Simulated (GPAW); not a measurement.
CdO (Monteponite), 2 atoms in the cell. The structure is cubic, space group Fm-3m (No. 225). Conventional cell: a = 4.699 Å, b = 4.699 Å, c = 4.699 Å, α = 90.00°, β = 90.00°, γ = 90.00°. Cd (site symmetry m-3m) is surrounded by 6 O at 2.35 Å. O (site symmetry m-3m) has 6 Cd at 2.35 Å as nearest neighbours. 

- Program: GPAW 26.7.0
- Task: single point
- Functional: PBE
- Potentials or basis: GPAW PAW data sets (gpaw-data 1.2.1)
- Cutoff: 1200 eV
- Basis: pw
- k mesh: 8 × 8 × 8
- Occupations: fermi-dirac, width 0.05 eV
- Spin: no spin polarisation
- Maxiter: 80

Potentials or basis: GPAW PAW data sets (gpaw-data 1.2.1), pw.

The run is started by

```console
$ OMP_NUM_THREADS=1 python run.py
```

Hardware: 1 thread of AMD EPYC 9R45 96-Core Processor (Zen 5), on a shared host.

**Question.** Estimate the wall time of this run.

**Answer.** Run time: 11 s on 1 thread of AMD EPYC 9R45 96-Core Processor (Zen 5) (shared host), peak memory 0.19 GiB. Counts: scf iterations 10, plane waves 2469, bands 18, k points 29.
